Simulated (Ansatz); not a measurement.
The system is NaCl.

```
CELL_PARAMETERS angstrom
3.50219 0.00000 0.00000
0.00000 3.50219 0.00000
0.00000 0.00000 3.50219
ATOMIC_POSITIONS crystal
Cl 0.50000 0.50000 0.50000
Na 0.00000 0.00000 0.00000
```

Measurements of this composition are mostly on another form, of space group No. 225.

```yaml
Program: Ansatz 0.2.0
Task: relaxation of cell and atoms
Functional: revPBE
Dispersion: D3(BJ)
Potentials_or_basis: Ansatz PAW
Cutoff: "420 eV (not typed: the program's choice for these potentials)"
k_mesh: 8 × 8 × 8
Occupations: fermi-dirac, width 0.05 eV
Spin: no spin polarisation
```

At the start: volume 21.48 Å³/atom.

Question: Where does the relaxation end?

Answer: It ends after 5 steps and the volume is 20.29 Å³/atom (-5.5 %); space group Pm-3m (No. 221, to 0.05 Å).

Step by step:
| step | energy change (eV) | largest force (eV/Å) | volume (Å³) |
| --- | --- | --- | --- |
| 1 | 0.0000 | 0.0000 | 42.96 |
| 2 | -0.0094 | 0.0000 | 41.58 |
| 3 | -0.0116 | 0.0000 | 40.46 |
| 4 | -0.0116 | 0.0000 | 40.58 |
| 5 | -0.0115 | 0.0000 | 40.58 |

Final structure:
```yaml
crystal:
  lattice:
    - [3.43633, 0.00000, 0.00000]
    - [0.00000, 3.43633, 0.00000]
    - [0.00000, 0.00000, 3.43633]
  atoms:
    - { symbol: Cl, position: [0.50000, 0.50000, 0.50000] }
    - { symbol: Na, position: [0.00000, 0.00000, 0.00000] }
```

Caveat: the plane-wave basis is chosen anew once the cell has moved, so the energies of steps on either side of that aren't comparable; the PAW data sets come from PBE, with cores solved anew for the run's functional, which leaves a small shift of forces and pressure.
